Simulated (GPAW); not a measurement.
# Mo (Im-3m) in GPAW: notebook

The runs below take Mo through band structure, G0W0 quasiparticle levels, eps q, energy-loss spectrum, with PBEsol, LDA, SCAN.

Program: GPAW 26.7.0. These are calculated values, not measurements. Logs are shortened: lines on timing, memory, paths and dates and some standing lists are left out, and cuts for length are marked. The log counts tension as positive stress, the text compression.

## (1) Starting point

Symmetry: Im-3m, No. 229, cubic system. The conventional cell has a = 3.168 Å, b = 3.168 Å, c = 3.168 Å, α = 90.00°, β = 90.00°, γ = 90.00°. Around Mo (site symmetry m-3m) lie 8 Mo at 2.74 Å.

## (2) Band structure, PBEsol, spin-orbit coupling, no magnetisation

Input file run.py:

```python
import numpy as np
from ase import Atoms
from ase.dft.bandgap import bandgap
from ase.io import write
from ase.units import GPa
from gpaw import GPAW, PW, setup_paths
from gpaw.spinorbit import soc_eigenstates

setup_paths.insert(0, '.')

atoms = Atoms(['Mo'],
              cell=[[-1.5838089719, 1.5838089719, 1.5838089719],
                    [1.5838089719, -1.5838089719, 1.5838089719],
                    [1.5838089719, 1.5838089719, -1.5838089719]],
              scaled_positions=[[0.0, 0.0, 0.0]],
              pbc=True)

calc = GPAW(mode=PW(600),
            xc='PBEsol',
            kpts={'size': (12, 12, 12), 'gamma': True},
            occupations={'name': 'fermi-dirac', 'width': 0.05},
            nbands=16,
            convergence={'density': 1e-05, 'energy': 1e-05},
            maxiter=150,
            txt='gpaw.txt')
atoms.calc = calc
energy = atoms.get_potential_energy()
forces = atoms.get_forces()
stress = atoms.get_stress()
calc.write('gs.gpw')
write('result.traj', atoms)
print(f'Energy: {energy:.6f} eV')
print('Forces (eV/A):')
print(forces.round(4))
print('Stress (GPa):', (stress / GPa).round(3))
print('Fermi level:', round(calc.get_fermi_level(), 4), 'eV')
print(f'Gap: {bandgap(calc)[0]:.4f} eV, direct: {bandgap(calc, direct=True)[0]:.4f} eV')

path = atoms.cell.bandpath('GHNGPH,PN', npoints=60, eps=1e-4)
bs_calc = calc.fixed_density(kpts=path, symmetry='off', nbands=24,
                             convergence={'bands': 'CBM+6.0', 'eigenstates': 1e-6}, txt='bands.txt')
bs = bs_calc.band_structure()
bs.write('bs.json')
print(f'Gap on the path: {bandgap(bs_calc)[0]:.4f} eV')

soc = soc_eigenstates(bs_calc, theta=0, phi=0)
np.savetxt('soc_bands.dat', soc.eigenvalues(), fmt='%.4f')
mesh = soc_eigenstates('gs.gpw', theta=0, phi=0)
np.savetxt('soc_mesh.dat', mesh.eigenvalues(), fmt='%.4f')
print('Fermi level with spin-orbit coupling:', round(mesh.fermi_level, 4), 'eV')
```

Potentials or basis: PAW data sets generated in the run's folder for this functional, pw.

Started as:

```bash
gpaw-setup -f PBEsol Mo
OMP_NUM_THREADS=1 python run.py
```

gpaw.txt:

```text
__  _  _
 | _ |_)|_||  |
 |__||  | ||/\| - 26.7.0

Input parameters:
  mode=PW(ecut=600.0),
  convergence={'density': 1e-05, 'energy': 1e-05},
  kpts=MonkhorstPack(size=(12, 12, 12), gamma=True),
  maxiter=150,
  nbands=16,
  occupations=Occupations(name='fermi-dirac', width=0.05),
  xc=XC(name='PBEsol')

Diagonalizing LCAO Hamiltonian
Converting LCAO to pw mode

       Mo

Atoms  # Å, Bohr magnetons
|   | symbol |        x |        y |        z |    initial magnetic moments |
|---|--------|----------|----------|----------|-----------------------------|
| 0 |     Mo | 0.000000 | 0.000000 | 0.000000 | ( 0.0000,  0.0000,  0.0000) |

Unit cell  # Å
| periodic |         x |         y |         z |  lengths |     angles |
|----------|-----------|-----------|-----------|----------|------------|
|      yes | -1.583809 |  1.583809 |  1.583809 | 2.743238 | 109.471221 |
|      yes |  1.583809 | -1.583809 |  1.583809 | 2.743238 | 109.471221 |
|      yes |  1.583809 |  1.583809 | -1.583809 | 2.743238 | 109.471221 |

Number of symmetries: 48
Symmetry operations  # r_c * U_cc + t_c -> r_c
|    | kind |            matrix            |
|----|------|------------------------------|
|  0 |  σ   |  1, 1, 1,  0, 0,-1,  0,-1, 0 |
|  1 |  C4  |  1, 1, 1,  0, 0,-1, -1, 0, 0 |
|  2 |  C2  |  1, 1, 1,  0,-1, 0,  0, 0,-1 |
|  3 |  S6  |  1, 1, 1,  0,-1, 0, -1, 0, 0 |
|  4 |  S6  |  1, 1, 1, -1, 0, 0,  0, 0,-1 |
|  5 |  C4  |  1, 1, 1, -1, 0, 0,  0,-1, 0 |
|  6 |  E   |  1, 0, 0,  0, 1, 0,  0, 0, 1 |
|  7 |  σ   |  1, 0, 0,  0, 1, 0, -1,-1,-1 |
|  8 |  σ   |  1, 0, 0,  0, 0, 1,  0, 1, 0 |
|  9 |  C3  |  1, 0, 0,  0, 0, 1, -1,-1,-1 |
| 10 |  C3  |  1, 0, 0, -1,-1,-1,  0, 1, 0 |
| 11 |  σ   |  1, 0, 0, -1,-1,-1,  0, 0, 1 |
| 12 |  σ   |  0, 1, 0,  1, 0, 0,  0, 0, 1 |
| 13 |  C2  |  0, 1, 0,  1, 0, 0, -1,-1,-1 |
| 14 |  C3  |  0, 1, 0,  0, 0, 1,  1, 0, 0 |
| 15 |  S4  |  0, 1, 0,  0, 0, 1, -1,-1,-1 |
| 16 |  S4  |  0, 1, 0, -1,-1,-1,  1, 0, 0 |
| 17 |  C3  |  0, 1, 0, -1,-1,-1,  0, 0, 1 |
| 18 |  C3  |  0, 0, 1,  1, 0, 0,  0, 1, 0 |
| 19 |  S4  |  0, 0, 1,  1, 0, 0, -1,-1,-1 |
| 20 |  σ   |  0, 0, 1,  0, 1, 0,  1, 0, 0 |
| 21 |  C3  |  0, 0, 1,  0, 1, 0, -1,-1,-1 |
| 22 |  C2  |  0, 0, 1, -1,-1,-1,  1, 0, 0 |
| 23 |  S4  |  0, 0, 1, -1,-1,-1,  0, 1, 0 |
| 24 |  C4  |  0, 0,-1,  1, 1, 1,  0,-1, 0 |
| 25 |  σ   |  0, 0,-1,  1, 1, 1, -1, 0, 0 |
| 26 |  S6  |  0, 0,-1,  0,-1, 0,  1, 1, 1 |
| 27 |  C2  |  0, 0,-1,  0,-1, 0, -1, 0, 0 |
| 28 |  C4  |  0, 0,-1, -1, 0, 0,  1, 1, 1 |
| 29 |  S6  |  0, 0,-1, -1, 0, 0,  0,-1, 0 |
| 30 |  S6  |  0,-1, 0,  1, 1, 1,  0, 0,-1 |
| 31 |  C4  |  0,-1, 0,  1, 1, 1, -1, 0, 0 |
| 32 |  C4  |  0,-1, 0,  0, 0,-1,  1, 1, 1 |
| 33 |  S6  |  0,-1, 0,  0, 0,-1, -1, 0, 0 |
| 34 |  σ   |  0,-1, 0, -1, 0, 0,  1, 1, 1 |
| 35 |  C2  |  0,-1, 0, -1, 0, 0,  0, 0,-1 |
| 36 |  C2  | -1, 0, 0,  1, 1, 1,  0, 0,-1 |
| 37 |  S6  | -1, 0, 0,  1, 1, 1,  0,-1, 0 |
| 38 |  S6  | -1, 0, 0,  0, 0,-1,  1, 1, 1 |
| 39 |  C2  | -1, 0, 0,  0, 0,-1,  0,-1, 0 |
| 40 |  C2  | -1, 0, 0,  0,-1, 0,  1, 1, 1 |
| 41 |  i   | -1, 0, 0,  0,-1, 0,  0, 0,-1 |
| 42 |  S4  | -1,-1,-1,  1, 0, 0,  0, 1, 0 |
| 43 |  C3  | -1,-1,-1,  1, 0, 0,  0, 0, 1 |
| 44 |  C3  | -1,-1,-1,  0, 1, 0,  1, 0, 0 |
| 45 |  σ   | -1,-1,-1,  0, 1, 0,  0, 0, 1 |
| 46 |  S4  | -1,-1,-1,  0, 0, 1,  1, 0, 0 |
| 47 |  C2  | -1,-1,-1,  0, 0, 1,  0, 1, 0 |

BZ-sampling:
  Number of BZ points: 1728
  Number of IBZ points: 72

  Monkhorst-Pack size: [12, 12, 12]
  Monkhorst-Pack shift: [0.041666666666666664, 0.041666666666666664, 0.041666666666666664]

K-points  # in reciprocal-cell coordinates
|     |                                coordinates |     weight |
|-----|--------------------------------------------|------------|
|   0 | ( -0.00000000,  -0.00000000,  -0.00000000) | 0.00057870 |
|   1 | (  0.08333333,  -0.00000000,  -0.00000000) | 0.00694444 |
|   2 | (  0.08333333,   0.08333333,  -0.08333333) | 0.00347222 |
|   3 | (  0.16666667,  -0.00000000,  -0.08333333) | 0.01388889 |
|   4 | (  0.16666667,  -0.00000000,  -0.00000000) | 0.00694444 |
|   5 | (  0.16666667,   0.08333333,  -0.08333333) | 0.01388889 |
|   6 | (  0.16666667,   0.16666667,  -0.16666667) | 0.00347222 |
|   7 | (  0.25000000,  -0.08333333,  -0.08333333) | 0.00462963 |
|   8 | (  0.25000000,  -0.00000000,  -0.08333333) | 0.02777778 |
|   9 | (  0.25000000,  -0.00000000,  -0.00000000) | 0.00694444 |
| ... |                                            |            |
|  71 | (  0.50000000,   0.50000000,   0.50000000) | 0.00057870 |

Plane wave coefficients: 555
Cutoff: 600.0 eV

Spin-components: 1 (collinear spins)
Bands:           16
Projectors:      6
Spin-degeneracy: 2
Datatype:        complex128

Parallelization:
  kpt:    1
  domain: 1
  band:   1

Density:
  Valence electrons: 14.0
  Components: 1
  Grid points: [16 16 16]
  Charge: 0.0  # |e|

Potential:
  Grid points: [16 16 16]

species:
  Mo:
    name:    Molybdenum
    Z:       42.0
    valence: 14
    core:    28
    charge:  0.0  # [|e|]
    compensation charges:
      type: gauss
      rc: 0.38  # [Å]
      lmax: 2
    cutoffs:
      filter: 2.16  # [Å]
      core: 1.42  # [Å]
    projectors
    | kind |    occ | energy [eV] | rcut [Å] |
    |------|--------|-------------|----------|
    |   4s |  2.000 |     -64.262 |    1.238 |
    |   5s |  1.000 |      -4.116 |    1.238 |
    |   4p |  6.000 |     -38.461 |    1.296 |
    |   5p |  0.000 |      -1.012 |    1.296 |
    |   4d |  5.000 |      -3.770 |    1.296 |
    |    d |        |      23.442 |    1.296 |

    Using partial waves for Mo as LCAO basis

Reference energy: -110074.711234  # eV

eigensolver:
  PPCG
  Converge bands: occupied
  niter=2

density mixing:
  MSR1-Mixer
  Pratt-step length: 0.05
  Maximum mixing coefficient: 0.75
  Old densities: 10
  SVD Regularization: 0.005
  Good broyden scale: 1.0
  Trust region scale: 1.0
  Backstep threshold: 4.0
  History deletion threshold: 6.0
  Fourier metric: weight=20.0, sigma=0.015

occupation numbers:
  Fermi-Dirac:
    width: 0.0500  # eV

poisson solver:
  ecut: 4800.0  # eV

xc functional:
  name: PBEsol with 2 nearest neighbor stencil

convergence criteria:
- Maximum integral of absolute [dens]ity change: 1e-05 electrons / valence electron
- Maximum [total energy] change in last 3 cyles: 1e-05 eV / valence electron
- Maximum integral of absolute [eigenst]ate change: 4e-08 eV^2 / valence electron
maximum number of iterations: 150

SCF iterations
|iter     | |      energy | eigst |  dens |
|---------|-|-------------|-------|-------|
|iter:   1| |  -13.044144 | +0.31 |       |
|iter:   2| |  -12.869537 | -2.22 | -0.98 |
|iter:   3| |  -12.097549 | -1.45 | -1.02 |
|iter:   4| |  -12.092824 | -3.11 | -1.85 |
|iter:   5| |  -12.092770 | -4.18 | -2.19 |
|iter:   6| |  -12.092773c| -6.46 | -3.63 |
|iter:   7| |  -12.092774c| -7.39 | -3.98 |
|iter:   8| |  -12.092774c| -8.73c| -5.29c|

Converged in 8 steps
Energy contributions relative to reference atoms: (reference = -110074.711234)

Energy contributions:
  Kinetic:         -15.907791
  Coulomb:           9.933713
  Zero:             -0.255141
  External:          0.000000
  Xc:               -5.862307
  Entropy:          -0.002496
  Spinorbit:         0.000000
  ----------------------------
  Free energy:     -12.094022
  Extrapolated:    -12.092774

dipole moment: (-5.941169, -5.941169, -5.941169)  # |e|*Ang

Fermi level: 13.067
Eigenvalues  # (at kpt = [-0.000, -0.000, -0.000])
| band index |      eig [eV] | occ [0-2] |
|------------|---------------|-----------|
|          0 |       -48.115 |     2.000 |
|          1 |       -21.479 |     2.000 |
|          2 |       -21.479 |     2.000 |
|          3 |       -21.479 |     2.000 |
|          4 |         5.961 |     2.000 |
|          5 |        11.811 |     2.000 |
[... 8 lines left out ...]
|         14 |        39.059 |     0.000 |
|         15 |        42.587 |     0.000 |

No gap
No difference between direct/indirect transitions

Forces  # eV/Ang
|        x |        y |       z |
|----------|----------|---------|
| -0.00000 | -0.00000 | 0.00000 |  # Mo   0

Stress tensor  # eV/Ang^3
|         x |        y |         z |
|-----------|----------|-----------|
|  0.062212 | 0.000000 | -0.000000 |
|  0.000000 | 0.062212 |  0.000000 |
| -0.000000 | 0.000000 |  0.062212 |

# Writing to gs.gpw (mode='')
```

It took 49 s on 1 thread of Intel Xeon at 2.50GHz (Skylake/Cascade Lake), shared host; peak memory 0.24 GiB.

Results:

```yaml
Free_energy: -12.0940 eV
Pressure: -10.0 GPa
Band_gap_along_the_path: none (metal or under the smearing width)
```

Levels at the corners of the path, in eV from the Fermi level:
| point | band 12 | band 13 | band 14 | band 15 | band 16 | band 17 |
| --- | --- | --- | --- | --- | --- | --- |
| Γ | -1.31 | -1.31 | -1.31 | -1.17 | -1.17 | 1.64 |
| H | -5.22 | 3.86 | 3.86 | 3.86 | 3.86 | 4.07 |
| N | -3.23 | 1.59 | 1.59 | 1.66 | 1.66 | 2.27 |
| Γ | -1.31 | -1.31 | -1.31 | -1.17 | -1.17 | 1.64 |
| P | -2.47 | -2.47 | -2.47 | 2.38 | 2.38 | 2.38 |
| H | -5.22 | 3.86 | 3.86 | 3.86 | 3.86 | 4.07 |
| P | -2.47 | -2.47 | -2.47 | 2.38 | 2.38 | 2.38 |
| N | -3.23 | 1.59 | 1.59 | 1.66 | 1.66 | 2.27 |

Caveat: spin-orbit coupling was added after a scalar SCF, so levels and gaps hold it while energy, forces, pressure and moments don't; this program's spin-orbit splittings come out too wide for heavy elements.

(Part 1 of 3 ends here.)
